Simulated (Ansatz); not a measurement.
# Si24H13O4: the cost of one run

Program: Ansatz 0.2.0. Level of theory: DFT PBE+D3(BJ), scalar-relativistic, plane waves, PAW. These are calculated values, not measurements.

1 further run of the same task is left out (set aside as unsound or not needed).

## Step 1: The structure to begin with

Symmetry: P2, No. 3, monoclinic system. Conventional cell: a = 3.834 Å, b = 25.628 Å, c = 7.667 Å, α = 90.00°, β = 90.00°, γ = 90.00°. Around Si (site symmetry 1) lie 2 H at 1.48 Å. Si (site symmetry 1) is surrounded by 4 Si at 2.35 Å. Around Si (site symmetry 2) lie 4 Si at 2.31 to 2.35 Å. Si (site symmetry 2) has 4 Si at 2.35 to 2.38 Å as nearest neighbours. Si (site symmetry 2) is surrounded by 4 Si at 2.31 to 2.34 Å. Around Si (site symmetry 2) lie 4 Si at 2.37 to 2.38 Å. Around Si (site symmetry 1) lie 4 Si at 2.34 to 2.37 Å. Si (site symmetry 1) is surrounded by 1 O at 1.68 Å. Only part of the 12 independent sites is listed.

Coordinates:

```
Si H O
1.0
     7.66719    0.00000    0.00000
     0.00000    7.66719    0.00000
     0.00000    0.00000   25.62794
Si H O
24 12 4
Direct
  0.50000 0.25000 0.34460
  0.50000 0.75000 0.34460
  0.00000 0.25000 0.34460
  0.00000 0.75000 0.34460
  0.50000 0.50000 0.39749
  0.50000 0.00000 0.39749
  0.00000 0.50000 0.39749
  0.00000 0.00000 0.39749
  0.75000 0.50000 0.45037
  0.75000 0.00000 0.45037
  0.25000 0.50000 0.45037
  0.25000 0.00000 0.45037
  0.75000 0.75000 0.50096
  0.75000 0.25000 0.50096
  0.25000 0.75000 0.50520
  0.25000 0.25000 0.50520
  0.99300 0.74814 0.55636
  0.99300 0.24814 0.55636
  0.50700 0.75186 0.55636
  0.50700 0.25186 0.55636
  0.90960 0.99739 0.60328
  0.90960 0.49739 0.60328
  0.59040 0.00261 0.60328
  0.59040 0.50261 0.60328
  0.35118 0.25002 0.30803
  0.35118 0.75002 0.30803
  0.84995 0.24997 0.30853
  0.84995 0.74997 0.30853
  0.65005 0.25003 0.30853
  0.65005 0.75003 0.30853
  0.14882 0.24998 0.30803
  0.14882 0.74998 0.30803
  0.99813 0.09238 0.68314
  0.99813 0.59238 0.68314
  0.50187 0.90762 0.68314
  0.50187 0.40762 0.68314
  0.98695 0.98249 0.66462
  0.98695 0.48249 0.66462
  0.51305 0.01751 0.66462
  0.51305 0.51751 0.66462
```

Planes are indexed in the bulk's conventional cell (Fd-3m (No. 227)), a = 5.422 Å, b = 5.422 Å, c = 5.422 Å, α = 90.00°, β = 90.00°, γ = 90.00°.

It is a (100) slab, 6.8 Å thick as cut, with 16 Å of vacuum, in a 2×2 surface cell; its outer planes are Si (top) and Si (bottom). An earlier relaxation, lower half held, gave -17724.7297 eV, gap on the mesh 0.97 eV, ionisation potential 4.54 eV (top face), 4.97 eV (bottom face), electron affinity 3.57 eV (top face), 4.00 eV (bottom face), dipole along +c 0.140 e·Å per cell.

## Step 2: H, anchor, over a top (H) site

The input, input.yaml:

```yaml
crystal:
  lattice:
    - [7.6671877233, 0.0, 0.0]
    - [0.0, 7.6671877233, 0.0]
    - [0.0, 0.0, 27.6279408436]
  atoms:
    - { symbol: Si, position: [0.5, 0.25, 0.3196540936] }
    - { symbol: Si, position: [0.5, 0.75, 0.3196540936] }
    - { symbol: Si, position: [0.0, 0.25, 0.3196540936] }
    - { symbol: Si, position: [0.0, 0.75, 0.3196540936] }
    - { symbol: Si, position: [0.5, 0.5, 0.3687124044] }
    - { symbol: Si, position: [0.5, 0.0, 0.3687124044] }
    - { symbol: Si, position: [0.0, 0.5, 0.3687124044] }
    - { symbol: Si, position: [0.0, 0.0, 0.3687124044] }
    - { symbol: Si, position: [0.75, 0.5, 0.4177707151] }
    - { symbol: Si, position: [0.75, 0.0, 0.4177707151] }
    - { symbol: Si, position: [0.25, 0.5, 0.4177707151] }
    - { symbol: Si, position: [0.25, 0.0, 0.4177707151] }
    - { symbol: Si, position: [0.75, 0.75, 0.4646982428] }
    - { symbol: Si, position: [0.75, 0.25, 0.4646982428] }
    - { symbol: Si, position: [0.25, 0.75, 0.4686255916] }
    - { symbol: Si, position: [0.25, 0.25, 0.4686255916] }
    - { symbol: Si, position: [-0.0069974241, 0.7481374534, 0.5160839684] }
    - { symbol: Si, position: [-0.0069974241, 0.2481374534, 0.5160839684] }
    - { symbol: Si, position: [0.5069974241, 0.7518625466, 0.5160839684] }
    - { symbol: Si, position: [0.5069974241, 0.2518625466, 0.5160839684] }
    - { symbol: Si, position: [0.909597224, -0.0026062854, 0.5596046663] }
    - { symbol: Si, position: [0.909597224, 0.4973937146, 0.5596046663] }
    - { symbol: Si, position: [0.590402776, 0.0026062854, 0.5596046663] }
    - { symbol: Si, position: [0.590402776, 0.5026062854, 0.5596046663] }
    - { symbol: H, position: [0.3511776095, 0.2500247289, 0.2857341744] }
    - { symbol: H, position: [0.3511776095, 0.7500247289, 0.2857341744] }
    - { symbol: H, position: [0.8499495317, 0.2499743055, 0.2861951238] }
    - { symbol: H, position: [0.8499495317, 0.7499743055, 0.2861951238] }
    - { symbol: H, position: [0.6500504683, 0.2500256945, 0.2861951238] }
    - { symbol: H, position: [0.6500504683, 0.7500256945, 0.2861951238] }
    - { symbol: H, position: [0.1488223905, 0.2499752711, 0.2857341744] }
    - { symbol: H, position: [0.1488223905, 0.7499752711, 0.2857341744] }
    - { symbol: O, position: [0.9869499762, -0.0175097761, 0.6165058571] }
    - { symbol: H, position: [-0.0018694371, 0.0923752983, 0.6336847735] }
    - { symbol: O, position: [0.9869499762, 0.4824902239, 0.6165058571] }
    - { symbol: H, position: [-0.0018694371, 0.5923752983, 0.6336847735] }
    - { symbol: O, position: [0.5130500238, 0.0175097761, 0.6165058571] }
    - { symbol: H, position: [0.5018694371, 0.9076247017, 0.6336847735] }
    - { symbol: O, position: [0.5130500238, 0.5175097761, 0.6165058571] }
    - { symbol: H, position: [0.5018694371, 0.4076247017, 0.6336847735] }
    - { symbol: H, position: [0.5018694371, 0.9076247017, 0.7086089241], spin: 1.0 }
basis:
  ecutwfc: 420
kpoints:
  mp_grid: { grid: [2, 2, 1] }
hamiltonian:
  xc: pbe
  dispersion: d3bj
scf:
  occupations: { method: gaussian, width: 0.05 }
output:
  forces: true
  eigenvalues: true
  populations: true
magnetization:
  spin_polarized: true
relax:
  adjacent_minimum: "off"
  f_tol: 0.04
  max_steps: 100
  constraints: [{ sites: [0, 1, 2, 3, 4, 5, 6, 7, 8, 9, 10, 11] }]
efield:
  axis: 3
  dipole_correction: true
  ramp_width: 0.04
```

The run is started by

```sh
$ ansatz run input.yaml --threads 4 --pin off --max-ram 10240MiB --backend cpu --events-out ev --progress --plain --runs-dir out
```

Q: Estimate wall time and peak memory on 4 threads of Intel Xeon 6975P-C (Granite Rapids), shared host.

About 17 min, with a peak of 4.4 GiB.
